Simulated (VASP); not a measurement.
Fe2O3, 10 atoms in the cell. The structure is trigonal, space group R-3c (No. 167). The conventional cell has a = 5.041 Å, b = 5.041 Å, c = 13.641 Å, α = 90.00°, β = 90.00°, γ = 120.00°. Fe (site symmetry 3) has 6 O at 1.96 to 2.08 Å as nearest neighbours. O (site symmetry 2) has 4 Fe at 1.96 to 2.08 Å as nearest neighbours. 

- Program: VASP 6.6.1
- Task: relaxation of cell and atoms
- Functional: r2SCAN
- Dispersion: rVV10
- Potentials or basis: VASP PAW PBE potentials, release 64 (Fe, O)
- Cutoff: 600 eV
- k mesh: 9 × 9 × 9
- Occupations: methfessel-paxton, width 0.1 eV
- Spin: collinear spin, ferromagnetic start
- Starting moments: [4.0, 4.0, 4.0, 4.0, 0.0, 0.0, 0.0, 0.0, 0.0, 0.0] μB
- Hubbard terms: Fe d U = 5.3 eV
- Further INCAR settings: ALGO = Normal; EDIFF = 1e-07; AMIX = 0.2; BMIX = 0.0001; IBRION = 2; EDIFFG = -0.005; NSW = 90; ISIF = 3

Potentials or basis: VASP PAW PBE potentials, release 64 (Fe, O).

Command:

```bash
$ cat potpaw_PBE.64/Fe/POTCAR potpaw_PBE.64/O/POTCAR > POTCAR
$ mpirun -np 1 vasp_std > vasp.out
```

Hardware: 1 × NVIDIA H100 80GB with 1 thread of AMD EPYC 7R13 Processor (Zen 3), on a shared host.

Q: How long does it take, and how much memory?

A: It took 27 min on 1 × NVIDIA H100 80GB with 1 thread of AMD EPYC 7R13 Processor (Zen 3), with other jobs on the host, peak memory 1.9 GiB. Counts: scf iterations 31, k points 85, ion steps 2.
